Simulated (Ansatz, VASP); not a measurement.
## One calculation of Cu, two programs

The input INCAR:

```
SYSTEM = Cu
  ALGO = Normal
  EDIFF = 1E-7
  ENCUT = 520
  GGA = PE
  ISIF = 2
  ISMEAR = 0
  LASPH = .TRUE.
  LCHARG = .FALSE.
  LREAL = .FALSE.
  LWAVE = .FALSE.
  NBANDS = 12
  NELM = 60
  PREC = Accurate
  SIGMA = 0.1
```

The input KPOINTS:

```
k-points
0
G
  20 20 20
  0 0 0
```

The input POSCAR:

```
Cu
1.0
    0.0000000000      1.7618064000      1.7618064000
    1.7618064000      0.0000000000      1.7618064000
    1.7618064000      1.7618064000      0.0000000000
Cu
1
Direct
    0.0000000000      0.0000000000      0.0000000000
```

Input for Ansatz:

```yaml
crystal:
  lattice:
    - [0.0, 1.7618064, 1.7618064]
    - [1.7618064, 0.0, 1.7618064]
    - [1.7618064, 1.7618064, 0.0]
  atoms:
    - { symbol: Cu, position: [0.0, 0.0, 0.0] }
basis:
  ecutwfc: 420
kpoints:
  mp_grid: { grid: [20, 20, 20] }
hamiltonian:
  xc: pbe
scf:
  occupations: { method: gaussian, width: 0.1 }
output:
  forces: true
  stress: true
  eigenvalues: true
```

Alike in both runs: task single point; functional PBE; k mesh 20 × 20 × 20; occupations gaussian, width 0.1 eV; no spin polarisation.

|  | VASP | Ansatz |
| --- | --- | --- |
| version | VASP 6.6.1 | Ansatz 0.2.0 |
| potentials or method | VASP PAW PBE potentials, release 64 (Cu) | scalar-relativistic, plane waves, PAW |
| plane-wave cutoff (eV) | 520 | 420 |
| valence electrons in the cell | 11 | 19 |

```csv
,VASP,Ansatz,Ansatz less VASP
gap on the k mesh at the Fermi level (eV),none,none,-
pressure (GPa),16.2,15.7,-0.53
```

A gap of «none» marks a metal or a gap that the smearing closes. The functional is the same, so the differences come from potentials, cutoffs and numerics. The two sets of potentials don't hold the same shells in valence.

Caveats: so large a pressure means that the cell lies far from this level's equilibrium, or that cutoff or potentials fall short (VASP).
